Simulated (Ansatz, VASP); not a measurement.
# Two plane-wave programs on Ta

POSCAR

```
Ta
1.0
    2.8879886116      0.0000000000      0.0000000000
   -1.4439943058      2.5010715035      0.0000000000
    0.0000000000      0.0000000000      5.1181138655
Ta
2
Direct
    0.6666666667      0.3333333333      0.7500000000
    0.3333333333      0.6666666667      0.2500000000
```

The input INCAR.step1:

```
SYSTEM = Ta
PREC = Accurate
ENCUT = 520
ISMEAR = 0
SIGMA = 0.15
LREAL = .FALSE.
LASPH = .TRUE.
NELM = 100
NBANDS = 18
GGA = PE
ALGO = Normal
EDIFF = 1E-4
LWAVE = .TRUE.
LCHARG = .FALSE.
```

The input INCAR.step2:

```
SYSTEM = Ta
PREC = Accurate
ENCUT = 520
EDIFF = 1E-6
ISMEAR = 0
SIGMA = 0.15
LREAL = .FALSE.
LASPH = .TRUE.
NELM = 100
ALGO = Normal
ISIF = 2
LWAVE = .FALSE.
LCHARG = .FALSE.
METAGGA = R2SCAN
LMIXTAU = .TRUE.
NBANDS = 18
ISTART = 1
```

File KPOINTS:

```
regular mesh
0
G
  12 12 8
  0 0 0
```

Input for Ansatz:

```yaml
crystal:
  lattice:
    - [2.8879886106, 0.0, 0.0]
    - [-1.4439943053, 2.5010715026, 0.0]
    - [0.0, 0.0, 5.1181138697]
  atoms:
    - { symbol: Ta, position: [0.6666666667, 0.3333333333, 0.75] }
    - { symbol: Ta, position: [0.3333333333, 0.6666666667, 0.25] }
basis:
  ecutwfc: 500
kpoints:
  mp_grid: { grid: [12, 12, 8] }
hamiltonian:
  xc: r2scan
scf:
  occupations: { method: gaussian, width: 0.15 }
output:
  forces: true
  stress: true
  eigenvalues: true
  write_density: true
  write_potential: true
  elf: true
  volumetric_format: npy
```

This isn't the form of Ta at room conditions, which is bcc.

Alike in both runs: task single point; functional r2SCAN; k mesh 12 × 12 × 8; occupations gaussian, width 0.15 eV; no spin polarisation.

```csv
,VASP,Ansatz
version,VASP 6.6.1,Ansatz 0.2.0
potentials or method,"VASP PAW PBE potentials, release 64 (Ta_pv)","scalar-relativistic, plane waves, PAW"
plane-wave cutoff (eV),520,500
valence electrons in the cell,22,26
```

Ansatz gave:

```
gap on the k mesh at the Fermi level (eV)       : none
pressure (GPa)                                  : -0.2
largest component of the traceless stress (GPa) : 0.47
```

Question: Which values does VASP return?

Answer: gap on the k mesh at the Fermi level (eV): none; pressure (GPa): 0.4; largest component of the traceless stress (GPa): 0.50.

A gap of «none» marks a metal or a gap that the smearing closes. The two sets of potentials don't hold the same shells in valence.

Caveats: the PAW data sets were made with another functional, which shifts forces and pressure a little (VASP). The runs have no spin-orbit coupling, so splittings on Ta are missing.
